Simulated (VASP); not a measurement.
# Si (Ia-3) in VASP: settings compared

One crystal, Si, is run at these levels: LDA, PBEsol; tasks: relaxation of cell and atoms.

Everything below comes from runs of VASP 6.6.1. Logs are shortened: lines on timing, memory, paths and dates and some standing lists are left out, and cuts for length are marked.

### Step 1. The structure

It takes space group Ia-3 (No. 206, cubic). The conventional cell has a = 6.636 Å, b = 6.636 Å, c = 6.636 Å, α = 90.00°, β = 90.00°, γ = 90.00°. Around Si (site symmetry 3) lie 4 Si at 2.31 to 2.39 Å.

This isn't the form of Si at room conditions, which is diamond.

### Step 2. Relaxation of cell and atoms, LDA

File INCAR:

```
SYSTEM = Si
ALGO     = Normal         ! electronic algorithm
EDIFF    = 1E-6           ! SCF threshold, eV
EDIFFG   = -0.01          ! ionic threshold
ENCUT    = 600            ! plane-wave cutoff, eV
IBRION   = 2              ! ionic algorithm
ISIF     = 3              ! what is computed and relaxed
ISMEAR   = 1              ! smearing method
KPAR     = 2            
LASPH    = .True.         ! aspherical terms in the spheres
LCHARG   = .False.        ! write CHGCAR
LREAL    = .False.        ! projectors in reciprocal space
LWAVE    = .False.        ! write WAVECAR
NELM     = 80             ! most SCF steps
NSW      = 90             ! ionic steps
PREC     = Accurate       ! precision mode
SIGMA    = 0.1            ! smearing width, eV
```

File KPOINTS:

```
k-points
0
Gamma
  8 8 8
  0 0 0
```

File POSCAR:

```
Si
1.0
   -3.3180000000      3.3180000000      3.3180000000
    3.3180000000     -3.3180000000      3.3180000000
    3.3180000000      3.3180000000     -3.3180000000
Si
8
Direct
    0.2006000000      0.2006000000      0.2006000000
    0.5000000000      0.0000000000      0.2994000000
    0.2994000000      0.5000000000      0.0000000000
    0.0000000000      0.2994000000      0.5000000000
    0.7994000000      0.7994000000      0.7994000000
    0.5000000000      0.0000000000      0.7006000000
    0.7006000000      0.5000000000      0.0000000000
    0.0000000000      0.7006000000      0.5000000000
```

Potentials or basis: VASP PAW LDA potentials, release 64 (Si).

Launch:

```bash
$ cat potpaw_LDA.64/Si/POTCAR > POTCAR
$ mpirun -np 2 vasp_std > vasp.out
```

OUTCAR:

```text
SYSTEM = Si
   EDIFF = 1E-6
   EDIFFG = -0.01
   ENCUT = 600
   IBRION = 2
   ISIF = 3
   ISMEAR = 1
   LASPH = .True.
   LREAL = .False.
   NELM = 80
   NSW = 90
   PREC = Accurate

 ion  position               nearest neighbor table
   1  0.201  0.201  0.201-   5 2.31   3 2.39   4 2.39   2 2.39
   2  0.500  0.000  0.299-   6 2.31   3 2.39   1 2.39   4 2.39
   3  0.299  0.500  0.000-   7 2.31   2 2.39   1 2.39   4 2.39
   4  0.000  0.299  0.500-   8 2.31   3 2.39   1 2.39   2 2.39
   5  0.799  0.799  0.799-   1 2.31   6 2.39   7 2.39   8 2.39
   6  0.500  0.000  0.701-   2 2.31   7 2.39   5 2.39   8 2.39
   7  0.701  0.500  0.000-   3 2.31   6 2.39   8 2.39   5 2.39
   8  0.000  0.701  0.500-   4 2.31   5 2.39   6 2.39   7 2.39

  LATTYP: Found a body centered cubic cell.
 ALAT       =     6.6360000000

  Lattice vectors:

 A1 = (  -3.3180000000,   3.3180000000,   3.3180000000)
 A2 = (   3.3180000000,  -3.3180000000,   3.3180000000)
 A3 = (   3.3180000000,   3.3180000000,  -3.3180000000)

Analysis of symmetry for initial positions (statically):
=====================================================================
 Subroutine PRICEL returns:
 Original cell was already a primitive cell.

 Routine SETGRP: Setting up the symmetry group for a
 body centered cubic supercell.

 Subroutine GETGRP returns: Found 24 space group operations
 (whereof  6 operations were pure point group operations)
 out of a pool of 48 trial point group operations.

The static configuration has the point symmetry S_6 .
 The point group associated with its full space group is T_h .

Analysis of symmetry for dynamics (positions and initial velocities):
=====================================================================
 Subroutine PRICEL returns:
 Original cell was already a primitive cell.

 Routine SETGRP: Setting up the symmetry group for a
 body centered cubic supercell.

 Subroutine GETGRP returns: Found 24 space group operations
 (whereof  6 operations were pure point group operations)
 out of a pool of 48 trial point group operations.

The dynamic configuration has the point symmetry S_6 .
 The point group associated with its full space group is T_h .

 Subroutine INISYM returns: Found 24 space group operations
 (whereof  6 operations are pure point group operations),
 and found     1 'primitive' translations

----------------------------------------------------------------------------------------

                                     Primitive cell

  volume of cell :     146.1131

  direct lattice vectors                    reciprocal lattice vectors
    -3.318000000  3.318000000  3.318000000     0.000000000  0.150693189  0.150693189
     3.318000000 -3.318000000  3.318000000     0.150693189  0.000000000  0.150693189
     3.318000000  3.318000000 -3.318000000     0.150693189  0.150693189  0.000000000

  length of vectors
     5.746944580  5.746944580  5.746944580     0.213112351  0.213112351  0.213112351

  position of ions in fractional coordinates (direct lattice)
     0.200600000  0.200600000  0.200600000
     0.500000000  0.000000000  0.299400000
     0.299400000  0.500000000  0.000000000
     0.000000000  0.299400000  0.500000000
     0.799400000  0.799400000  0.799400000
     0.500000000  0.000000000  0.700600000
     0.700600000  0.500000000  0.000000000
     0.000000000  0.700600000  0.500000000

  ion indices of the primitive-cell ions
   primitive index   ion index
                 1           1
                 2           2
                 3           3
                 4           4
                 5           5
                 6           6
                 7           7
                 8           8

----------------------------------------------------------------------------------------

 KPOINTS: k-points

Automatic generation of k-mesh.
 Grid dimensions read from file:
 generate k-points for:    8    8    8

 Generating k-lattice:

  Cartesian coordinates                     Fractional coordinates (reciprocal lattice)
     0.000000000  0.018836649  0.018836649     0.125000000  0.000000000  0.000000000
     0.018836649  0.000000000  0.018836649     0.000000000  0.125000000  0.000000000
     0.018836649  0.018836649  0.000000000     0.000000000  0.000000000  0.125000000

  Length of vectors
     0.026639044  0.026639044  0.026639044

  Shift w.r.t. Gamma in fractional coordinates (k-lattice)
     0.000000000  0.000000000  0.000000000

 Subroutine IBZKPT returns following result:
 ===========================================

 Found     35 irreducible k-points:

 Following reciprocal coordinates:
            Coordinates               Weight
  0.000000  0.000000  0.000000      1.000000
  0.125000  0.000000  0.000000     12.000000
  0.250000  0.000000  0.000000     12.000000
  0.375000  0.000000  0.000000     12.000000
  0.500000  0.000000  0.000000      6.000000
  0.125000  0.125000  0.000000     24.000000
[... 16 lines left out ...]
  0.500000  0.500000  0.125000     12.000000
 -0.375000  0.500000  0.125000     24.000000
 [... further k-points ...]
   k-points           NKPTS =     35   k-points in BZ     NKDIM =     35   number of bands    NBANDS=     21
   number of dos      NEDOS =    301   number of ions     NIONS =      8
   total plane-waves  NPLWV = 110592
   dimension x,y,z NGX =    48 NGY =   48 NGZ =   48
   dimension x,y,z NGXF=    96 NGYF=   96 NGZF=   96
   ions per type =               8
   NGX,Y,Z   is equivalent  to a cutoff of  13.89, 13.89, 13.89 a.u.
   NGXF,Y,Z  is equivalent  to a cutoff of  27.77, 27.77, 27.77 a.u.
 SYSTEM =  Si
   PREC   = accura    normal or accurate (medium, high low for compatibility)
   ISTART =      0    job   : 0-new  1-cont  2-samecut
   ICHARG =      2    charge: 1-file 2-atom 10-const
   ISPIN  =      1    spin polarized calculation?
   LNONCOLLINEAR =      F non collinear calculations
   LSORBIT =      F    spin-orbit coupling
   LASPH  =      T    aspherical Exc in radial PAW
   ENCUT  =  600.0 eV  44.10 Ry    6.64 a.u.  11.48 11.48 11.48*2*pi/ulx,y,z
   NELM   =     80;   NELMIN=  2; NELMDL= -5     # of ELM steps
   EDIFF  = 0.1E-05   stopping-criterion for ELM
   LREAL  =      F    real-space projection
   EDIFFG = -.1E-01   stopping-criterion for IOM
   NSW    =     90    number of steps for IOM
   IBRION =      2    ionic relax: 0-MD 1-quasi-New 2-CG
   NFREE  =      1    steps in history (QN), initial steepest desc. (CG)
   ISIF   =      3    stress and relaxation
   ISYM   =      2    0-nonsym 1-usesym 2-fastsym
   POTIM  = 0.5000    time-step for ionic-motion
   TEBEG  =    0.0;   TEEND  =   0.0 temperature during run
   PSTRESS=    0.0 pullay stress
   NELECT =      32.0000    total number of electrons
   NUPDOWN=      -1.0000    fix difference up-down
   EMIN   =  10.00;   EMAX   =-10.00  energy-range for DOS
   EFERMI =   0.00;   METHOD = LEGACY
   ISMEAR =     1;   SIGMA  =   0.10  broadening in eV -4-tet -1-fermi 0-gaus
   EFERMI_NEDOS =   21; number of points for ismear=-14 and -15
   IALGO  =     38    algorithm
   IMIX   =      4    mixing-type and parameters
     AMIX     =   0.40;   BMIX     =  1.00
     AMIX_MAG =   1.60;   BMIX_MAG =  1.00
  volume/ion in A,a.u.               =      18.26       123.25
  Fermi-wavevector in a.u.,A,eV,Ry     =   0.986798  1.864779 13.248960  0.973771
  Thomas-Fermi vector in A             =   2.118206
   LORBIT       =      0    0 simple, 1 ext, 2 COOP (PROOUT), +10 PAW based schemes
   GGA     = CA    functional components
   LHFCALC =     F    Hartree Fock is set to
   AEXX    =    0.0000 exact exchange contribution
   IVDW    =     0    specifies the selected vdW correction
   LEPSILON=     F    determine dielectric tensor
   LRPA    =     F    only Hartree local field effects (RPA)
 conjugate gradient relaxation of ions
 non-spin polarized calculation
 Methfessel and Paxton  Order N= 1 SIGMA  =   0.10
  energy-cutoff  :      600.00
  volume of cell :      146.11
 maximum number of plane-waves:      4904
 NGX is ok and might be reduce to    48
   NGX = 23   NGY = 23   NGZ = 23

--------------------------------------- Ionic step        1  -------------------------------------------

 number of electron      31.9999999 magnetization

 Free energy of the ion-electron system (eV)
  ---------------------------------------------------
  ext. energy  EPLUGINS =         0.00000000
  ---------------------------------------------------
  free energy    TOTEN  =       -46.65537208 eV

  energy without entropy =      -46.65601794  energy(sigma->0) =      -46.65558737

------------------------ aborting loop because EDIFF is reached ----------------------------------------

  FORCE on cell =-STRESS in cart. coord.  units (eV):
  Direction    XX          YY          ZZ          XY          YZ          ZX
  --------------------------------------------------------------------------------------
  -------------------------------------------------------------------------------------
  Total       -1.9220118     -1.9220118     -1.9220118     -0.0000000     -0.0000000     -0.0000000
  in kB      -21.0754805    -21.0754805    -21.0754805     -0.0000000     -0.0000000     -0.0000000
  external PRESSURE =     -21.0754805 kB  Pullay stress =       0.0000000 kB
[... 153 lines left out ...]
  energy  without entropy=      -46.7029074807  energy(sigma->0) =      -46.70249093

--------------------------------------- Ionic step        5  -------------------------------------------

 number of electron      32.0000000 magnetization

 Free energy of the ion-electron system (eV)
  ---------------------------------------------------
  ext. energy  EPLUGINS =         0.00000000
  ---------------------------------------------------
  free energy    TOTEN  =       -46.70234423 eV

  energy without entropy =      -46.70297972  energy(sigma->0) =      -46.70255606

 E-fermi :   7.4049     XC(G=0): -10.2235

 val. band max:        7.3687055107   @ k =   0.5000   0.5000   0.3750
 cond. band min:       7.4148856741   @ k =   0.5000   0.5000   0.3750
 fundamental gap:      0.0461801634
 Fermi energy:         7.4048822899

 k-point     1 :       0.0000    0.0000    0.0000
  band No.  band energies     occupation
      1      -5.4949      2.00000
      2      -0.9946      2.00000
      3      -0.6213      2.00000
      4      -0.6213      2.00000
      5      -0.6213      2.00000
      6       0.8635      2.00000
[... 550 lines left out ...]
      5      -0.3786      2.00000
      6       0.2049      2.00000
[... 13 lines left out ...]
     20       9.3670     -0.00000
     21       9.8231      0.00000

 [... further k-points ...]

------------------------ aborting loop because EDIFF is reached ----------------------------------------

  FORCE on cell =-STRESS in cart. coord.  units (eV):
  Direction    XX          YY          ZZ          XY          YZ          ZX
  --------------------------------------------------------------------------------------
  -------------------------------------------------------------------------------------
  Total        0.0090030      0.0090030      0.0090030      0.0000000     -0.0000000     -0.0000000
  in kB        0.1017720      0.1017720      0.1017720      0.0000000     -0.0000000     -0.0000000
  external PRESSURE =       0.1017720 kB  Pullay stress =       0.0000000 kB
[... 23 lines left out ...]
  FREE ENERGIE OF THE ION-ELECTRON SYSTEM (eV)
  ---------------------------------------------------
  free  energy   TOTEN  =       -46.7023442349 eV

  energy  without entropy=      -46.7029797198  energy(sigma->0) =      -46.70255606

 reached required accuracy - stopping structural energy minimisation
```

Run time: 2 min. Hardware: 2 MPI ranks of AMD EPYC 9R45 (Zen 5), shared host; peak memory 0.27 GiB.

What came out:

| Property | Result |
| --- | --- |
| Free energy | -46.7023 eV |
| Relaxed volume | 17.72 Å³/atom |
| Relaxed cell | a = 5.689 Å, b = 5.689 Å, c = 5.689 Å, α = 109.47°, β = 109.47°, γ = 109.47° |
| Space group after relaxing (to 0.05 Å) | Ia-3 (No. 206) |
| Energy gained by relaxing | 5.9 meV/atom |
| Ionic steps | 5 |
| Pressure after relaxing | 0.0 GPa |
| Band gap on the k mesh | none (metal or under the smearing width) |

The path:
```csv
step,energy change (eV),largest force (eV/Å),pressure (GPa),volume (Å³)
1,0.0000,0.2013,-2.11,146.11
2,-0.0347,0.2155,1.02,141.09
3,-0.0358,0.2129,0.53,141.80
4,-0.0469,0.0155,0.05,141.74
5,-0.0470,0.0000,0.01,141.73
```

Final structure:
```cif
data_structure
_symmetry_space_group_name_H-M 'P 1'
_symmetry_Int_Tables_number 1
_cell_length_a 5.6889
_cell_length_b 5.6889
_cell_length_c 5.6889
_cell_angle_alpha 109.471
_cell_angle_beta 109.471
_cell_angle_gamma 109.471
_cell_volume 141.73
loop_
_atom_site_label
_atom_site_type_symbol
_atom_site_fract_x
_atom_site_fract_y
_atom_site_fract_z
_atom_site_occupancy
Si1 Si 0.20440 0.20440 0.20440 1
Si2 Si 0.50000 0.00000 0.29560 1
Si3 Si 0.29560 0.50000 0.00000 1
Si4 Si 0.00000 0.29560 0.50000 1
Si5 Si 0.79560 0.79560 0.79560 1
Si6 Si 0.50000 0.00000 0.70440 1
Si7 Si 0.70440 0.50000 0.00000 1
Si8 Si 0.00000 0.70440 0.50000 1
```

LDA usually gives volumes a few per cent too small. Zero-point motion and thermal expansion aren't in these numbers.

### Step 3. Relaxation of cell and atoms, LDA

This run uses another cell than the first one, of 17.72 Å³/atom, 0.970 times its volume.

INCAR: that of step 2 with these lines changed.

```diff
@@ -2,4 +2,4 @@
 ALGO     = Normal         ! electronic algorithm
-EDIFF    = 1E-6           ! SCF threshold, eV
-EDIFFG   = -0.01          ! ionic threshold
+EDIFF    = 1E-7           ! SCF threshold, eV
+EDIFFG   = -0.005         ! ionic threshold
 ENCUT    = 600            ! plane-wave cutoff, eV
```

KPOINTS is that of step 2.

File POSCAR:

```
Si                                      
1.0
   -3.2845102022      3.2845102022      3.2845102022
    3.2845102022     -3.2845102022      3.2845102022
    3.2845102022      3.2845102022     -3.2845102022
  Si            
     8
Direct
     0.2044032346779615    0.2044032346779615    0.2044032346779615
     0.5000000000000000    0.0000000000000000    0.2955967653220386
     0.2955967653220386    0.5000000000000000    0.0000000000000000
     0.0000000000000000    0.2955967653220386    0.5000000000000000
     0.7955967653220386    0.7955967653220386    0.7955967653220386
     0.5000000000000000    0.0000000000000000    0.7044032346779614
     0.7044032346779614    0.5000000000000000    0.0000000000000000
     0.0000000000000000    0.7044032346779614    0.5000000000000000
```

Potentials or basis: VASP PAW LDA potentials, release 64 (Si).

Launch:

```bash
$ cat potpaw_LDA.64/Si/POTCAR > POTCAR
$ mpirun -np 2 vasp_std > vasp.out
```

OUTCAR:

```text
SYSTEM = Si
   EDIFF = 1E-7
   EDIFFG = -0.005
   ENCUT = 600
   IBRION = 2
   ISIF = 3
   ISMEAR = 1
   LASPH = .True.
   LREAL = .False.
   NELM = 80
   NSW = 90
   PREC = Accurate

 ion  position               nearest neighbor table
   1  0.204  0.204  0.204-   5 2.33   3 2.36   4 2.36   2 2.36
   2  0.500  0.000  0.296-   6 2.33   3 2.36   1 2.36   4 2.36
   3  0.296  0.500  0.000-   7 2.33   2 2.36   1 2.36   4 2.36
   4  0.000  0.296  0.500-   8 2.33   3 2.36   1 2.36   2 2.36
   5  0.796  0.796  0.796-   1 2.33   7 2.36   6 2.36   8 2.36
   6  0.500  0.000  0.704-   2 2.33   7 2.36   5 2.36   8 2.36
   7  0.704  0.500  0.000-   3 2.33   5 2.36   6 2.36   8 2.36
   8  0.000  0.704  0.500-   4 2.33   5 2.36   6 2.36   7 2.36

  LATTYP: Found a body centered cubic cell.
 ALAT       =     6.5690204044

  Lattice vectors:

 A1 = (  -3.2845102022,   3.2845102022,   3.2845102022)
 A2 = (   3.2845102022,  -3.2845102022,   3.2845102022)
 A3 = (   3.2845102022,   3.2845102022,  -3.2845102022)

Analysis of symmetry for initial positions (statically):
[... 197 lines left out ...]
 k-point     1 :       0.0000    0.0000    0.0000
  band No.  band energies     occupation
      1      -5.4949      2.00000
      2      -0.9947      2.00000
      3      -0.6213      2.00000
      4      -0.6213      2.00000
      5      -0.6213      2.00000
      6       0.8634      2.00000
[... 565 lines left out ...]
     20       9.3670     -0.00000
     21       9.8231      0.00000

 [... further k-points ...]

------------------------ aborting loop because EDIFF is reached ----------------------------------------

  FORCE on cell =-STRESS in cart. coord.  units (eV):
  Direction    XX          YY          ZZ          XY          YZ          ZX
  --------------------------------------------------------------------------------------
  -------------------------------------------------------------------------------------
  Total        0.0080087      0.0080087      0.0080087      0.0000000      0.0000000      0.0000000
  in kB        0.0905316      0.0905316      0.0905316      0.0000000      0.0000000      0.0000000
  external PRESSURE =       0.0905316 kB  Pullay stress =       0.0000000 kB

 VOLUME and BASIS-vectors are now :
 -----------------------------------------------------------------------------
  energy-cutoff  :      600.00
  volume of cell :      141.73
      direct lattice vectors                 reciprocal lattice vectors
    -3.284510202  3.284510202  3.284510202     0.000000000  0.152229699  0.152229699
     3.284510202 -3.284510202  3.284510202     0.152229699  0.000000000  0.152229699
     3.284510202  3.284510202 -3.284510202     0.152229699  0.152229699  0.000000000

 POSITION                                       TOTAL-FORCE (eV/Angst)
 -----------------------------------------------------------------------------------
      0.67136      0.67136      0.67136         0.000104      0.000104      0.000104
     -0.67136      2.61315      0.67136        -0.000104     -0.000104      0.000104
      0.67136     -0.67136      2.61315         0.000104     -0.000104     -0.000104
      2.61315      0.67136     -0.67136        -0.000104      0.000104     -0.000104
      2.61315      2.61315      2.61315        -0.000104     -0.000104     -0.000104
      0.67136      3.95587     -0.67136         0.000104      0.000104     -0.000104
     -0.67136      0.67136      3.95587        -0.000104      0.000104      0.000104
      3.95587     -0.67136      0.67136         0.000104     -0.000104      0.000104
 -----------------------------------------------------------------------------------
    total drift:                                0.000000      0.000000     -0.000000

  FREE ENERGIE OF THE ION-ELECTRON SYSTEM (eV)
  ---------------------------------------------------
  free  energy   TOTEN  =       -46.7021204151 eV

  energy  without entropy=      -46.7027559062  energy(sigma->0) =      -46.70233225

 reached required accuracy - stopping structural energy minimisation
```

Wall time 45 s (2 MPI ranks of AMD EPYC 9R45 (Zen 5), shared host); peak memory 0.25 GiB.

Results:

* Free energy: -46.7021 eV
* Pressure after relaxing: 0.0 GPa
* Band gap on the k mesh: none (metal or under the smearing width)

Final structure:
```yaml
crystal:
  lattice:
    - [-3.28451, 3.28451, 3.28451]
    - [3.28451, -3.28451, 3.28451]
    - [3.28451, 3.28451, -3.28451]
  atoms:
    - { symbol: Si, position: [0.20440, 0.20440, 0.20440] }
    - { symbol: Si, position: [0.50000, 0.00000, 0.29560] }
    - { symbol: Si, position: [0.29560, 0.50000, 0.00000] }
    - { symbol: Si, position: [0.00000, 0.29560, 0.50000] }
    - { symbol: Si, position: [0.79560, 0.79560, 0.79560] }
    - { symbol: Si, position: [0.50000, 0.00000, 0.70440] }
    - { symbol: Si, position: [0.70440, 0.50000, 0.00000] }
    - { symbol: Si, position: [0.00000, 0.70440, 0.50000] }
```

Levels at points of the mesh, in eV from the Fermi level:
```tsv
k point	band 13	band 14	band 15	band 16	band 17	band 18	band 19	band 20
(0.00, 0.00, 0.00)	-4.24	-1.49	-1.49	-0.84	1.69	1.69	1.69	3.75
(0.50, 0.00, 0.00)	-2.18	-2.18	-1.35	-1.35	0.32	0.32	2.01	2.01
(0.50, 0.50, 0.50)	-2.67	-0.67	0.22	0.22	0.22	2.88	2.89	2.89
```

Caveat: the relaxation stopped at its first step, so nothing moved.

(Continued in part 2 of 2.)
